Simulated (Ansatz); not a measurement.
How far is this CdF2 from the hull?

Theory: Ansatz 0.2.0, DFT PBE, scalar-relativistic, plane waves, PAW. All cells share a 420 eV cutoff and Γ-centred k meshes spaced at most about 0.3 Å⁻¹ (2π included). No spin polarisation.

Formation energies are uncorrected and refer to the elements' standard structures at the same level (F₂ as a molecule).

Temperature and zero-point effects are left out.

The competitors are the elements and 1 reference phase of this chemical system (from databases or known types: CdF2), relaxed at the same level; other known phases may be missing.

The candidate was reached from: ordered vacancies on the cation sites of zinc blende.

```cif
data_structure
_symmetry_space_group_name_H-M 'P-4m2'
_symmetry_Int_Tables_number 115
_cell_length_a 3.7806
_cell_length_b 3.7806
_cell_length_c 3.2956
_cell_angle_alpha 90.000
_cell_angle_beta 90.000
_cell_angle_gamma 90.000
_cell_volume 47.10
loop_
_atom_site_label
_atom_site_type_symbol
_atom_site_symmetry_multiplicity
_atom_site_Wyckoff_symbol
_atom_site_fract_x
_atom_site_fract_y
_atom_site_fract_z
_atom_site_occupancy
Cd1 Cd 1 a 0.00000 0.00000 0.00000 1
F1 F 2 g 0.50000 0.00000 0.33105 1
```

Problem. Where does it stand against these competitors?

Solution. Not the lowest form: another structure of the same formula lies lower. Its formation energy is -2.009 eV/atom. The lowest competing phase at this composition is this:

```json
{"phase": "CdF2", "space group": "Fm-3m (No. 225)", "source": "Materials Project", "share of atoms": "1.0000", "ΔE_f (eV/atom)": "-2.177"}
```

The candidate lies 168 meV/atom above this phase (167 meV/atom from unrounded values). The candidate matches no cell in the subsets of the Crystallography Open Database and the Materials Project at hand. It is metastable at best. Shaken at random and relaxed again it fell by 167 meV/atom, so it probably isn't a firm minimum.
